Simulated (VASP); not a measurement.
# TlBr (P4mm) in VASP: further runs

Runs on TlBr. Level: revPBE+D4. Tasks: single point.

Everything below comes from runs of VASP 6.6.1. Logs are shortened: lines on timing, memory, paths and dates and some standing lists are left out, and cuts for length are marked.

## 1. Starting point

Symmetry: P4mm, No. 99, tetragonal system. The conventional cell has a = 3.980 Å, b = 3.980 Å, c = 3.980 Å, α = 90.00°, β = 90.00°, γ = 90.00°. Tl (site symmetry 4mm) has 8 Br at 3.44 to 3.46 Å as nearest neighbours. Br (site symmetry 4mm) has 8 Tl at 3.44 to 3.46 Å as nearest neighbours.

## 2. Single point, revPBE+D4

INCAR

```
PREC = Accurate ; ENCUT = 520
EDIFF = 1E-6 ; ISMEAR = 0
SIGMA = 0.1 ; LREAL = F
LASPH = T ; NELM = 100
ALGO = Fast ; ISIF = 2
LWAVE = F ; LCHARG = T
GGA = RE ; IVDW = 13
LELF = T ; LVHAR = T
NBANDS = 17
```

KPOINTS

```
Automatic mesh
0
Gamma
  4 4 4
  0.5 0.5 0.5
```

POSCAR

```
TlBr
1.0
    3.9800000000      0.0000000000      0.0000000000
    0.0000000000      3.9800000000      0.0000000000
    0.0000000000      0.0000000000      3.9800000000
Tl Br
1 1
Direct
    0.0000000000      0.0000000000      0.0000000000
    0.5000000000      0.5000000000      0.5050251256
```

Potentials or basis: VASP PAW PBE potentials, release 64 (Tl_d, Br).

Started as:

```sh
$ cat potpaw_PBE.64/Tl_d/POTCAR potpaw_PBE.64/Br/POTCAR > POTCAR
$ mpirun -np 1 vasp_std > vasp.out
```

OUTCAR:

```text
PREC = Accurate
   ENCUT = 520
   EDIFF = 1E-6
   ISMEAR = 0
   LREAL = F
   LASPH = T
   NELM = 100
   ISIF = 2
   GGA = RE
   IVDW = 13

 ion  position               nearest neighbor table
   1  0.000  0.000  0.000-   2 3.44   2 3.44   2 3.44   2 3.44   2 3.46   2 3.46   2 3.46   2 3.46

   2  0.500  0.500  0.505-   1 3.44   1 3.44   1 3.44   1 3.44   1 3.46   1 3.46   1 3.46   1 3.46

  LATTYP: Found a simple cubic cell.
 ALAT       =     3.9800000000

  Lattice vectors:

 A1 = (   3.9800000000,   0.0000000000,   0.0000000000)
 A2 = (   0.0000000000,   3.9800000000,   0.0000000000)
 A3 = (   0.0000000000,   0.0000000000,   3.9800000000)

Analysis of symmetry for initial positions (statically):
=====================================================================
 Subroutine PRICEL returns:
 Original cell was already a primitive cell.

 Routine SETGRP: Setting up the symmetry group for a
 simple cubic supercell.

 Subroutine GETGRP returns: Found  8 space group operations
 (whereof  8 operations were pure point group operations)
 out of a pool of 48 trial point group operations.

The static configuration has the point symmetry C_4v.

Analysis of symmetry for dynamics (positions and initial velocities):
=====================================================================
 Subroutine PRICEL returns:
 Original cell was already a primitive cell.

 Routine SETGRP: Setting up the symmetry group for a
 simple cubic supercell.

 Subroutine GETGRP returns: Found  8 space group operations
 (whereof  8 operations were pure point group operations)
 out of a pool of 48 trial point group operations.

The dynamic configuration has the point symmetry C_4v.

 Subroutine INISYM returns: Found  8 space group operations
 (whereof  8 operations are pure point group operations),
 and found     1 'primitive' translations

----------------------------------------------------------------------------------------

                                     Primitive cell

  volume of cell :      63.0448

  direct lattice vectors                    reciprocal lattice vectors
     3.980000000  0.000000000  0.000000000     0.251256281  0.000000000  0.000000000
     0.000000000  3.980000000  0.000000000     0.000000000  0.251256281  0.000000000
     0.000000000  0.000000000  3.980000000     0.000000000  0.000000000  0.251256281

  length of vectors
     3.980000000  3.980000000  3.980000000     0.251256281  0.251256281  0.251256281

  position of ions in fractional coordinates (direct lattice)
     0.000000000  0.000000000  0.000000000
     0.500000000  0.500000000  0.505025126

  ion indices of the primitive-cell ions
   primitive index   ion index
                 1           1
                 2           2

----------------------------------------------------------------------------------------

 KPOINTS: Automatic mesh

Automatic generation of k-mesh.
 Grid dimensions read from file:
 generate k-points for:    4    4    4

 Generating k-lattice:

  Cartesian coordinates                     Fractional coordinates (reciprocal lattice)
     0.062814070  0.000000000  0.000000000     0.250000000  0.000000000  0.000000000
     0.000000000  0.062814070  0.000000000     0.000000000  0.250000000  0.000000000
     0.000000000  0.000000000  0.062814070     0.000000000  0.000000000  0.250000000

  Length of vectors
     0.062814070  0.062814070  0.062814070

  Shift w.r.t. Gamma in fractional coordinates (k-lattice)
     0.500000000  0.500000000  0.500000000

 Subroutine IBZKPT returns following result:
 ===========================================

 Found      6 irreducible k-points:

 Following reciprocal coordinates:
            Coordinates               Weight
  0.125000  0.125000  0.125000      8.000000
  0.375000  0.125000  0.125000     16.000000
  0.125000  0.125000  0.375000      8.000000
  0.375000  0.375000  0.125000      8.000000
  0.125000  0.375000  0.375000     16.000000
  0.375000  0.375000  0.375000      8.000000
   k-points           NKPTS =      6   k-points in BZ     NKDIM =      6   number of bands    NBANDS=     17
   number of dos      NEDOS =    301   number of ions     NIONS =      2
   total plane-waves  NPLWV =  27000
   dimension x,y,z NGX =    30 NGY =   30 NGZ =   30
   dimension x,y,z NGXF=    60 NGYF=   60 NGZF=   60
   ions per type =               1   1
   NGX,Y,Z   is equivalent  to a cutoff of  12.53, 12.53, 12.53 a.u.
   NGXF,Y,Z  is equivalent  to a cutoff of  25.06, 25.06, 25.06 a.u.
 SYSTEM =  unknown system
   PREC   = accura    normal or accurate (medium, high low for compatibility)
   ISTART =      0    job   : 0-new  1-cont  2-samecut
   ICHARG =      2    charge: 1-file 2-atom 10-const
   ISPIN  =      1    spin polarized calculation?
   LNONCOLLINEAR =      F non collinear calculations
   LSORBIT =      F    spin-orbit coupling
   LASPH  =      T    aspherical Exc in radial PAW
   ENCUT  =  520.0 eV  38.22 Ry    6.18 a.u.   7.40  7.40  7.40*2*pi/ulx,y,z
   NELM   =    100;   NELMIN=  2; NELMDL= -5     # of ELM steps
   EDIFF  = 0.1E-05   stopping-criterion for ELM
   LREAL  =      F    real-space projection
   EDIFFG = 0.1E-04   stopping-criterion for IOM
   NSW    =      0    number of steps for IOM
   IBRION =     -1    ionic relax: 0-MD 1-quasi-New 2-CG
   NFREE  =      0    steps in history (QN), initial steepest desc. (CG)
   ISIF   =      2    stress and relaxation
   ISYM   =      2    0-nonsym 1-usesym 2-fastsym
   POTIM  = 0.5000    time-step for ionic-motion
   TEBEG  =    0.0;   TEEND  =   0.0 temperature during run
   PSTRESS=    0.0 pullay stress
   NELECT =      20.0000    total number of electrons
   NUPDOWN=      -1.0000    fix difference up-down
   EMIN   =  10.00;   EMAX   =-10.00  energy-range for DOS
   EFERMI =   0.00;   METHOD = LEGACY
   ISMEAR =     0;   SIGMA  =   0.10  broadening in eV -4-tet -1-fermi 0-gaus
   EFERMI_NEDOS =   21; number of points for ismear=-14 and -15
   IALGO  =     68    algorithm
   IMIX   =      4    mixing-type and parameters
     AMIX     =   0.40;   BMIX     =  1.00
     AMIX_MAG =   1.60;   BMIX_MAG =  1.00
  volume/ion in A,a.u.               =      31.52       212.72
  Fermi-wavevector in a.u.,A,eV,Ry     =   1.116525  2.109926 16.961403  1.246628
  Thomas-Fermi vector in A             =   2.253140
   LORBIT       =      0    0 simple, 1 ext, 2 COOP (PROOUT), +10 PAW based schemes
   GGA     = RE    functional components
   LHFCALC =     F    Hartree Fock is set to
   AEXX    =    0.0000 exact exchange contribution
   IVDW    =    13    specifies the selected vdW correction
   LEPSILON=     F    determine dielectric tensor
   LRPA    =     F    only Hartree local field effects (RPA)
 non-spin polarized calculation
 RMM-DIIS sequential band-by-band and
 Gauss-broadening in eV      SIGMA  =   0.10
  energy-cutoff  :      520.00
  volume of cell :       63.04
 maximum number of plane-waves:      1704
 NGX is ok and might be reduce to    30
   NGX = 15   NGY = 15   NGZ = 15

 number of electron      20.0000005 magnetization

 Free energy of the ion-electron system (eV)
  ---------------------------------------------------
  ext. energy  EPLUGINS =         0.00000000
  ---------------------------------------------------
  free energy    TOTEN  =        -4.99700337 eV

  energy without entropy =       -4.99700337  energy(sigma->0) =       -4.99700337

 E-fermi :   2.6649     XC(G=0):  -8.8084

 val. band max:        2.1269385726   @ k =   0.1250   0.1250   0.3750
 cond. band min:       5.4135857938   @ k =   0.3750   0.3750   0.3750
 fundamental gap:      3.2866472212
 Fermi energy:         2.6649038591

 k-point     1 :       0.1250    0.1250    0.1250
  band No.  band energies     occupation
      1     -11.1450      2.00000
      2      -7.6285      2.00000
      3      -7.6285      2.00000
      4      -7.5003      2.00000
      5      -7.5002      2.00000
      6      -7.4975      2.00000
[... 9 lines left out ...]
     16      14.9426      0.00000
     17      14.9779      0.00000

 k-point     2 :       0.3750    0.1250    0.1250
  band No.  band energies     occupation
      1     -11.0000      2.00000
      2      -7.6216      2.00000
      3      -7.5448      2.00000
      4      -7.5363      2.00000
      5      -7.5165      2.00000
      6      -7.4950      2.00000
[... 9 lines left out ...]
     16      14.3523      0.00000
     17      14.6610      0.00000

 k-point     3 :       0.1250    0.1250    0.3750
  band No.  band energies     occupation
      1     -11.0000      2.00000
      2      -7.6215      2.00000
      3      -7.5448      2.00000
      4      -7.5364      2.00000
      5      -7.5165      2.00000
      6      -7.4949      2.00000
[... 9 lines left out ...]
     16      14.3537      0.00000
     17      14.6618      0.00000

 k-point     4 :       0.3750    0.3750    0.1250
  band No.  band energies     occupation
      1     -10.9031      2.00000
      2      -7.5759      2.00000
      3      -7.5454      2.00000
      4      -7.5338      2.00000
      5      -7.5001      2.00000
      6      -7.4711      2.00000
[... 9 lines left out ...]
     16      13.4682      0.00000
     17      14.8955      0.00000

 k-point     5 :       0.1250    0.3750    0.3750
  band No.  band energies     occupation
      1     -10.9031      2.00000
      2      -7.5759      2.00000
      3      -7.5454      2.00000
      4      -7.5338      2.00000
      5      -7.5001      2.00000
      6      -7.4712      2.00000
[... 9 lines left out ...]
     16      13.4686      0.00000
     17      14.8959      0.00000

 k-point     6 :       0.3750    0.3750    0.3750
  band No.  band energies     occupation
      1     -10.7846      2.00000
      2      -7.5934      2.00000
      3      -7.5934      2.00000
      4      -7.5455      2.00000
      5      -7.4677      2.00000
      6      -7.4677      2.00000
[... 9 lines left out ...]
     16      14.2297      0.00000
     17      18.1890      0.00000

------------------------ aborting loop because EDIFF is reached ----------------------------------------

  DFT-D4 for vdW energy calculation

  Edisp (eV):   -1.04532

  FORCE on cell =-STRESS in cart. coord.  units (eV):
  Direction    XX          YY          ZZ          XY          YZ          ZX
  --------------------------------------------------------------------------------------
  -------------------------------------------------------------------------------------
  Total       1.93423     1.93423     1.93386     0.00000    -0.00000    -0.00000
  in kB      49.15513    49.15513    49.14568     0.00000    -0.00000    -0.00000
  external pressure =       49.15 kB  Pullay stress =        0.00 kB

 VOLUME and BASIS-vectors are now :
 -----------------------------------------------------------------------------
  energy-cutoff  :      520.00
  volume of cell :       63.04
      direct lattice vectors                 reciprocal lattice vectors
     3.980000000  0.000000000  0.000000000     0.251256281  0.000000000  0.000000000
     0.000000000  3.980000000  0.000000000     0.000000000  0.251256281  0.000000000
     0.000000000  0.000000000  3.980000000     0.000000000  0.000000000  0.251256281

 POSITION                                       TOTAL-FORCE (eV/Angst)
 -----------------------------------------------------------------------------------
      0.00000      0.00000      0.00000        -0.000000      0.000000      0.020109
      1.99000      1.99000      2.01000         0.000000     -0.000000     -0.020109
 -----------------------------------------------------------------------------------
    total drift:                                0.000000      0.000000     -0.000062

  FREE ENERGIE OF THE ION-ELECTRON SYSTEM (eV)
  ---------------------------------------------------
  free  energy   TOTEN  =        -6.0423282609 eV

  energy  without entropy=       -6.0423282609  energy(sigma->0) =       -6.04232826
```

Wall time 12 s (1 thread of Intel Xeon Platinum 8488C (Sapphire Rapids), shared host); peak memory 0.16 GiB.

Results:

```
Free energy                : -6.0423 eV
Pressure                   : 4.9 GPa
Largest force              : 0.020 eV/Å
Band gap on the k mesh     : 3.29 eV, indirect (least direct gap 3.57 eV)
Dispersion energy per atom : -0.523 eV
```

Forces in eV/Å, atoms in the order of the input:
```
Tl   0.000  0.000  0.020
Br   0.000  0.000 -0.020
```

Caveat: the PAW data sets were made with another functional, which shifts forces and pressure a little; spin-orbit coupling is left out, which as a rule narrows the gap of such compounds by several tenths of an eV. A k mesh can miss the band edges.

## 3. Single point, revPBE+D4

INCAR

```
SYSTEM = TlBr
PREC = Accurate
ENCUT = 520
EDIFF = 1E-6
ISMEAR = 0
SIGMA = 0.1
LREAL = .FALSE.
LASPH = .TRUE.
NELM = 80
ALGO = Normal
ISIF = 2
LWAVE = .FALSE.
LCHARG = .FALSE.
GGA = RE
IVDW = 13
NBANDS = 17
```

KPOINTS is that of step 2.

POSCAR, as its differences from that of step 2:

```diff
@@ -9,2 +9,2 @@
     0.0000000000      0.0000000000      0.0000000000
-    0.5000000000      0.5000000000      0.5050251256
+    0.5000000000      0.5000000000      0.5025125628
```

Potentials or basis: VASP PAW PBE potentials, release 64 (Tl_d, Br).

Started as:

```sh
$ cat potpaw_PBE.64/Tl_d/POTCAR potpaw_PBE.64/Br/POTCAR > POTCAR
$ mpirun -np 1 vasp_std > vasp.out
```

It took 9.6 s on 1 thread of Intel Xeon Platinum 8488C (Sapphire Rapids), shared host; peak memory 0.16 GiB.

It converged, with:

| Item | Value |
| --- | --- |
| Free energy | -6.0425 eV |
| Pressure | 4.9 GPa |
| Largest force | 0.010 eV/Å |
| Band gap on the k mesh | 3.29 eV, indirect (least direct gap 3.57 eV) |
| Dispersion energy per atom | -0.523 eV |

Forces in eV/Å, atoms in the order of the input:
```
Tl   0.000  0.000  0.010
Br   0.000  0.000 -0.010
```

Levels at points of the mesh, in eV from the valence-band top:
| k point | band 7 | band 8 | band 9 | band 10 | band 11 | band 12 | band 13 | band 14 |
| --- | --- | --- | --- | --- | --- | --- | --- | --- |
| (0.12, 0.12, 0.12) | -4.49 | -1.15 | -1.15 | -0.16 | 5.74 | 6.39 | 6.39 | 9.02 |

Caveat: the PAW data sets were made with another functional, which shifts forces and pressure a little; spin-orbit coupling is left out, which as a rule narrows the gap of such compounds by several tenths of an eV.

## 4. Single point, revPBE+D4

INCAR

```
PREC = Accurate
ENCUT = 520
EDIFF = 1E-6
ISMEAR = 0
SIGMA = 0.1
LREAL = F
LASPH = T
NELM = 80
ALGO = Normal
ISIF = 2
LWAVE = F
LCHARG = F
GGA = RE
IVDW = 13
NBANDS = 17
```

KPOINTS is that of step 3.

POSCAR, as its differences from that of step 3:

```diff
@@ -9,2 +9,2 @@
     0.0000000000      0.0000000000      0.0000000000
-    0.5000000000      0.5000000000      0.5025125628
+    0.5000000000      0.5000000000      0.4974874372
```

Started as:

```sh
$ cat potpaw_PBE.64/Tl_d/POTCAR potpaw_PBE.64/Br/POTCAR > POTCAR
$ mpirun -np 1 vasp_std > vasp.out
```

Run time: 13 s. Hardware: 1 thread of Intel Xeon Platinum 8488C (Sapphire Rapids), shared host; peak memory 0.16 GiB.

The run converged. Its results:

```
Free energy                : -6.0425 eV
Pressure                   : 4.9 GPa
Largest force              : 0.010 eV/Å
Band gap on the k mesh     : 3.29 eV, indirect (least direct gap 3.57 eV)
Dispersion energy per atom : -0.523 eV
```

Forces in eV/Å, atoms in the order of the input:
```
Tl   0.000  0.000 -0.010
Br   0.000  0.000  0.010
```

Levels at points of the mesh, in eV from the valence-band top:
```
           k point  band 8  band 9  band 10  band 11  band 12  band 13
(0.12, 0.12, 0.12)   -1.15   -1.15    -0.16     5.74     6.39     6.39
```

Caveat: the PAW data sets were made with another functional, which shifts forces and pressure a little; spin-orbit coupling is left out, which as a rule narrows the gap of such compounds by several tenths of an eV. A k mesh can miss the band edges.

## 5. Single point, revPBE+D4

INCAR

```
PREC     = Accurate       # precision mode
ENCUT    = 520            # plane-wave cutoff, eV
EDIFF    = 1E-7           # SCF threshold, eV
ISMEAR   = 0              # smearing method
SIGMA    = 0.1            # smearing width, eV
LREAL    = F              # projectors in reciprocal space
LASPH    = T              # aspherical terms in the spheres
NELM     = 100            # most SCF steps
ALGO     = Fast           # electronic algorithm
ISIF     = 2              # what is computed and relaxed
LWAVE    = F              # write WAVECAR
LCHARG   = F              # write CHGCAR
GGA      = RE             # functional
IVDW     = 13             # dispersion correction
NBANDS   = 17             # bands
```

KPOINTS is that of step 4.

POSCAR, as its differences from that of step 4:

```diff
@@ -9,2 +9,2 @@
     0.0000000000      0.0000000000      0.0000000000
-    0.5000000000      0.5000000000      0.4974874372
+    0.5000000000      0.5000000000      0.4949748744
```

Started as:

```sh
$ cat potpaw_PBE.64/Tl_d/POTCAR potpaw_PBE.64/Br/POTCAR > POTCAR
$ mpirun -np 1 vasp_std > vasp.out
```

It took 11 s on 1 thread of Intel Xeon Platinum 8488C (Sapphire Rapids), shared host; peak memory 0.16 GiB.

Results (log left out):

| Item | Value |
| --- | --- |
| Free energy | -6.0423 eV |
| Pressure | 4.9 GPa |
| Largest force | 0.020 eV/Å |
| Band gap on the k mesh | 3.29 eV, indirect (least direct gap 3.57 eV) |
| Dispersion energy per atom | -0.523 eV |

Forces on the atoms (eV/Å):
```
Tl   0.000  0.000 -0.020
Br   0.000  0.000  0.020
```

Levels at points of the mesh, in eV from the valence-band top:
| k point | band 6 | band 7 | band 8 | band 9 | band 10 | band 11 | band 12 | band 13 | band 14 | band 15 |
| --- | --- | --- | --- | --- | --- | --- | --- | --- | --- | --- |
| (0.12, 0.12, 0.12) | -9.62 | -4.49 | -1.15 | -1.15 | -0.16 | 5.73 | 6.39 | 6.39 | 9.02 | 9.02 |

Caveat: the PAW data sets were made with another functional, which shifts forces and pressure a little; spin-orbit coupling is left out, which as a rule narrows the gap of such compounds by several tenths of an eV. A hybrid or GW would open this gap; revPBE tends to underestimate it.
